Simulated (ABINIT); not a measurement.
Runs of ABINIT 10.8.3 (patched build) on Ag. It takes space group Fm-3m (No. 225, cubic). The conventional cell has a = 4.085 Å, b = 4.085 Å, c = 4.085 Å, α = 90.00°, β = 90.00°, γ = 90.00°. Ag (site symmetry m-3m) is surrounded by 12 Ag at 2.89 Å. 

| task | level | potentials or basis | cutoff (eV) | fine-grid cutoff | gap on the mesh (eV) | pressure (GPa) | V0 of scaled cells (Å³/atom) | B0 (GPa) |
| --- | --- | --- | --- | --- | --- | --- | --- | --- |
| band structure | HCTH407 | JTH PAW PBE v2.0 | 463 | 925.187 eV | none | 7.2 | - | - |
| band structure | LDA-VWN | JTH PAW LDA v2.0 | 463 | 925.187 eV | none | -7.7 | - | - |
| band structure | BP86 | PseudoDojo NC SR PBE v0.4.1 standard | 1116 | - | none | (b) | - | - |
| equation of state | BLYP+D3 | JTH PAW PBE v2.0 | 463 | 925.187 eV | - | - | 17.34 | 83 |
| equation of state | PBEsol | JTH PAW PBE v2.0 | 626 | 1224.51 eV | - | - | (a) | 120 |
| band structure | AM05 | PseudoDojo NC SR PBEsol v0.4.1 standard | 1116 | - | none | (c) | - | - |
| band structure | LDA-Teter | JTH PAW LDA v2.0 | 463 | 925.187 eV | none | -7.4 | - | - |

Alike in all rows: no spin polarisation; cell as given; k mesh 11 × 11 × 11; smearing fermi-dirac 0.05 eV.

**Question.** Estimate the missing entries.

**Answer.** (a) 16.64; (b) 4.5; (c) -3.0.

Caveats: the PAW data sets were made with another functional, which shifts forces and pressure a little (some runs); the potentials were made for another functional, which shifts forces and pressure (some runs); pressures at fixed basis lie under the slope of the energies (some runs).

A k mesh can miss the band edges, and the runs leave out spin-orbit coupling on Ag.

A gap of «none» marks a metal or a gap under the smearing width.

The runs don't all hold the same shells in valence.

Runs at the PBE level aren't shown here.
